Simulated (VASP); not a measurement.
# Mo (Im-3m) in VASP: further runs

One crystal, Mo, is run at these levels: PBE; tasks: relaxation of cell and atoms.

Program: VASP 6.6.1. These are calculated values, not measurements. Logs are shortened: lines on timing, memory, paths and dates and some standing lists are left out, and cuts for length are marked.

## Step 1: Starting point

Symmetry: Im-3m, No. 229, cubic system. Conventional cell: a = 3.168 Å, b = 3.168 Å, c = 3.168 Å, α = 90.00°, β = 90.00°, γ = 90.00°. Mo (site symmetry m-3m) has 8 Mo at 2.74 Å as nearest neighbours.

## Step 2: Relaxation of cell and atoms, PBE

File INCAR:

```
SYSTEM = Mo
  PREC = Accurate
  ENCUT = 600
  EDIFF = 1E-6
  ISMEAR = 1
  SIGMA = 0.1
  LREAL = .False.
  LASPH = .True.
  NELM = 120
  ALGO = Normal
  ISIF = 3
  LWAVE = .False.
  LCHARG = .False.
  GGA = PE
  IBRION = 2
  NSW = 80
  EDIFFG = -0.005
  KPAR = 2
```

File KPOINTS:

```
Automatic mesh
0
Gamma
  19 19 19
  0 0 0
```

File POSCAR:

```
Mo
1.0
   -1.5838090000      1.5838090000      1.5838090000
    1.5838090000     -1.5838090000      1.5838090000
    1.5838090000      1.5838090000     -1.5838090000
Mo
1
Direct
    0.0000000000      0.0000000000      0.0000000000
```

Potentials or basis: VASP PAW PBE potentials, release 64 (Mo_sv).

The run is started by

```console
$ cat potpaw_PBE.64/Mo_sv/POTCAR > POTCAR
$ mpirun -np 2 vasp_std > vasp.out
```

OUTCAR:

```text
SYSTEM = Mo
   PREC = Accurate
   ENCUT = 600
   EDIFF = 1E-6
   ISMEAR = 1
   LREAL = .False.
   LASPH = .True.
   NELM = 120
   ISIF = 3
   GGA = PE
   IBRION = 2
   NSW = 80
   EDIFFG = -0.005

 ion  position               nearest neighbor table
   1  0.000  0.000  0.000-

  LATTYP: Found a body centered cubic cell.
 ALAT       =     3.1676180000

  Lattice vectors:

 A1 = (  -1.5838090000,   1.5838090000,   1.5838090000)
 A2 = (   1.5838090000,  -1.5838090000,   1.5838090000)
 A3 = (   1.5838090000,   1.5838090000,  -1.5838090000)

Analysis of symmetry for initial positions (statically):
=====================================================================
 Subroutine PRICEL returns:
 Original cell was already a primitive cell.

 Routine SETGRP: Setting up the symmetry group for a
 body centered cubic supercell.

 Subroutine GETGRP returns: Found 48 space group operations
 (whereof 48 operations were pure point group operations)
 out of a pool of 48 trial point group operations.

The static configuration has the point symmetry O_h .

Analysis of symmetry for dynamics (positions and initial velocities):
=====================================================================
 Subroutine PRICEL returns:
 Original cell was already a primitive cell.

 Routine SETGRP: Setting up the symmetry group for a
 body centered cubic supercell.

 Subroutine GETGRP returns: Found 48 space group operations
 (whereof 48 operations were pure point group operations)
 out of a pool of 48 trial point group operations.

The dynamic configuration has the point symmetry O_h .

 Subroutine INISYM returns: Found 48 space group operations
 (whereof 48 operations are pure point group operations),
 and found     1 'primitive' translations

----------------------------------------------------------------------------------------

                                     Primitive cell

  volume of cell :      15.8916

  direct lattice vectors                    reciprocal lattice vectors
    -1.583809000  1.583809000  1.583809000     0.000000000  0.315694632  0.315694632
     1.583809000 -1.583809000  1.583809000     0.315694632  0.000000000  0.315694632
     1.583809000  1.583809000 -1.583809000     0.315694632  0.315694632  0.000000000

[... 99 lines left out ...]
   IMIX   =      4    mixing-type and parameters
     AMIX     =   0.40;   BMIX     =  1.00
     AMIX_MAG =   1.60;   BMIX_MAG =  1.00
  volume/ion in A,a.u.               =      15.89       107.24
  Fermi-wavevector in a.u.,A,eV,Ry     =   1.569380  2.965698 33.510506  2.462953
  Thomas-Fermi vector in A             =   2.671271
   LORBIT       =      0    0 simple, 1 ext, 2 COOP (PROOUT), +10 PAW based schemes
   GGA     = PE    functional components
   LHFCALC =     F    Hartree Fock is set to
   AEXX    =    0.0000 exact exchange contribution
   IVDW    =     0    specifies the selected vdW correction
   LEPSILON=     F    determine dielectric tensor
   LRPA    =     F    only Hartree local field effects (RPA)
 conjugate gradient relaxation of ions
 non-spin polarized calculation
 Methfessel and Paxton  Order N= 1 SIGMA  =   0.10
  energy-cutoff  :      600.00
  volume of cell :       15.89
 maximum number of plane-waves:       555
 NGX is ok and might be reduce to    24
   NGX = 11   NGY = 11   NGZ = 11

--------------------------------------- Ionic step        1  -------------------------------------------

 number of electron      14.0000002 magnetization

 Free energy of the ion-electron system (eV)
  ---------------------------------------------------
  ext. energy  EPLUGINS =         0.00000000
  ---------------------------------------------------
  free energy    TOTEN  =       -10.93524824 eV

  energy without entropy =      -10.93516444  energy(sigma->0) =      -10.93522031

------------------------ aborting loop because EDIFF is reached ----------------------------------------

  FORCE on cell =-STRESS in cart. coord.  units (eV):
  Direction    XX          YY          ZZ          XY          YZ          ZX
  --------------------------------------------------------------------------------------
  -------------------------------------------------------------------------------------
  Total       -0.1233540     -0.1233540     -0.1233540      0.0000000      0.0000000     -0.0000000
  in kB      -12.4364163    -12.4364163    -12.4364163      0.0000000      0.0000000     -0.0000000
  external PRESSURE =     -12.4364163 kB  Pullay stress =       0.0000000 kB
[... 57 lines left out ...]
--------------------------------------- Ionic step        3  -------------------------------------------

 number of electron      14.0000002 magnetization

 Free energy of the ion-electron system (eV)
  ---------------------------------------------------
  ext. energy  EPLUGINS =         0.00000000
  ---------------------------------------------------
  free energy    TOTEN  =       -10.93555412 eV

  energy without entropy =      -10.93543554  energy(sigma->0) =      -10.93551459

 E-fermi :  12.4453     XC(G=0): -13.3258

 val. band max:       12.4061684652   @ k =   0.3684   0.1053   0.0526
 cond. band min:      12.4666588617   @ k =   0.3684   0.0526  -0.0000
 fundamental gap:      0.0604903965
 Fermi energy:        12.4452624826

 k-point     1 :       0.0000    0.0000    0.0000
  band No.  band energies     occupation
      1     -48.8776      2.00000
      2     -22.1705      2.00000
      3     -22.1705      2.00000
      4     -22.1705      2.00000
      5       5.2105      2.00000
      6      11.0625      2.00000
      7      11.0625      2.00000
      8      11.0625      2.00000
      9      14.0453     -0.00000
     10      14.0453     -0.00000
     11      27.2221      0.00000
[... 309 lines left out ...]
 k-point    24 :       0.3158    0.1053    0.0000
  band No.  band energies     occupation
      1     -48.6577      2.00000
      2     -23.2954      2.00000
      3     -22.5665      2.00000
      4     -22.2320      2.00000
      5       7.7071      2.00000
      6       9.3976      2.00000
      7      11.5605      2.00000
      8      13.7553     -0.00000
      9      14.7320      0.00000
     10      16.3814      0.00000
     11      25.3520      0.00000

 [... further k-points ...]

------------------------ aborting loop because EDIFF is reached ----------------------------------------

  FORCE on cell =-STRESS in cart. coord.  units (eV):
  Direction    XX          YY          ZZ          XY          YZ          ZX
  --------------------------------------------------------------------------------------
  -------------------------------------------------------------------------------------
  Total       -0.0002369     -0.0002369     -0.0002369      0.0000000      0.0000000      0.0000000
  in kB       -0.0240007     -0.0240007     -0.0240007      0.0000000      0.0000000      0.0000000
  external PRESSURE =      -0.0240007 kB  Pullay stress =       0.0000000 kB
[... 16 lines left out ...]
  FREE ENERGIE OF THE ION-ELECTRON SYSTEM (eV)
  ---------------------------------------------------
  free  energy   TOTEN  =       -10.9355541207 eV

  energy  without entropy=      -10.9354355414  energy(sigma->0) =      -10.93551459

 reached required accuracy - stopping structural energy minimisation
```

CONTCAR:

```text
Mo
   1.00000000000000
    -1.5812263795916617    1.5812263795916617    1.5812263795916617
     1.5812263795916617   -1.5812263795916617    1.5812263795916617
     1.5812263795916617    1.5812263795916617   -1.5812263795916617
  Mo
     1
Direct
     0.0000000000000000    0.0000000000000000    0.0000000000000000

  0.00000000E+00  0.00000000E+00  0.00000000E+00
```

It took 29 s on 2 MPI ranks of AMD EPYC 9R45 (Zen 5), shared host; peak memory 0.15 GiB.

What came out:

| Property | Result |
| --- | --- |
| Free energy | -10.9356 eV |
| Relaxed volume | 15.81 Å³/atom |
| Relaxed cell | a = 2.739 Å, b = 2.739 Å, c = 2.739 Å, α = 109.47°, β = 109.47°, γ = 109.47° |
| Space group after relaxing (to 0.05 Å) | Im-3m (No. 229) |
| Energy gained by relaxing | 0.3 meV/atom |
| Ionic steps | 3 |
| Pressure after relaxing | 0.0 GPa |
| Band gap on the k mesh | none (metal or under the smearing width) |

The path:
```
step  energy change (eV)  largest force (eV/Å)  pressure (GPa)  volume (Å³)
   1              0.0000                0.0000           -1.24        15.89
   2              0.0019                0.0000            3.46        15.61
   3             -0.0003                0.0000            0.00        15.81
```

Final structure:
```yaml
crystal:
  lattice:
    - [-1.58123, 1.58123, 1.58123]
    - [1.58123, -1.58123, 1.58123]
    - [1.58123, 1.58123, -1.58123]
  atoms:
    - { symbol: Mo, position: [0.00000, 0.00000, 0.00000] }
```

## Step 3: Relaxation of cell and atoms, PBE

This run uses another cell than the first one, of 15.81 Å³/atom, 0.995 times its volume.

INCAR is that of step 2.

KPOINTS is that of step 2.

File POSCAR:

```
Mo                                      
1.0
   -1.5812263796      1.5812263796      1.5812263796
    1.5812263796     -1.5812263796      1.5812263796
    1.5812263796      1.5812263796     -1.5812263796
  Mo            
     1
Direct
     0.0000000000000000    0.0000000000000000    0.0000000000000000
```

Potentials or basis: VASP PAW PBE potentials, release 64 (Mo_sv).

The run is started by

```console
$ cat potpaw_PBE.64/Mo_sv/POTCAR > POTCAR
$ mpirun -np 2 vasp_std > vasp.out
```

Wall time 13 s (2 MPI ranks of AMD EPYC 9R45 (Zen 5), shared host); peak memory 0.13 GiB.

The run converged. Its results:

- Free energy: -10.9355 eV
- Pressure after relaxing: 0.0 GPa
- Band gap on the k mesh: none (metal or under the smearing width)

Final structure:
```xyz
1
Lattice="-1.5812 1.5812 1.5812 1.5812 -1.5812 1.5812 1.5812 1.5812 -1.5812" Properties=species:S:1:pos:R:3 pbc="T T T"
Mo    0.0000    0.0000    0.0000
```

Levels at points of the mesh, in eV from the Fermi level:
| k point | band 5 | band 6 | band 7 | band 8 | band 9 | band 10 |
| --- | --- | --- | --- | --- | --- | --- |
| (0.00, 0.00, 0.00) | -7.23 | -1.38 | -1.38 | -1.38 | 1.60 | 1.60 |

Caveat: the relaxation stopped at its first step, so nothing moved.
